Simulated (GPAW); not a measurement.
The system is MgO.

```
Mg O
1.0
     0.00000    2.09700    2.09700
     2.09700    0.00000    2.09700
     2.09700    2.09700    0.00000
Mg O
1 1
Direct
  0.00000 0.00000 0.00000
  0.50000 0.50000 0.50000
```

The cell is a database's computed one.

- Program: GPAW 26.7.0
- Task: relaxation of cell and atoms
- Functional: PBE
- Potentials or basis: GPAW PAW data sets (gpaw-data 1.2.1)
- Cutoff: 800 eV
- Basis: pw
- k mesh: 11 × 11 × 11
- Occupations: fermi-dirac, width 0.05 eV
- Spin: no spin polarisation

At the start: pressure 7.0 GPa; volume 9.22 Å³/atom.

How do energy, volume and symmetry change on relaxing?

Over 3 steps the energy falls by 8.7 meV/atom and the volume is 9.61 Å³/atom (+4.2 %); space group Fm-3m (No. 225, to 0.05 Å).

Step by step:
| step | energy change (eV) | largest force (eV/Å) | pressure (GPa) | volume (Å³) |
| --- | --- | --- | --- | --- |
| 1 | 0.0000 | 0.0000 | 6.97 | 18.44 |
| 2 | -0.0063 | 0.0000 | 5.45 | 18.60 |
| 3 | -0.0174 | 0.0000 | 0.22 | 19.21 |

Final structure:
```xyz
2
Lattice="0.0000 2.1257 2.1257 2.1257 0.0000 2.1257 2.1257 2.1257 0.0000" Properties=species:S:1:pos:R:3 pbc="T T T"
Mg    0.0000    0.0000    0.0000
O     2.1257    2.1257    2.1257
```

Caveat: later steps reuse the first step's grids.
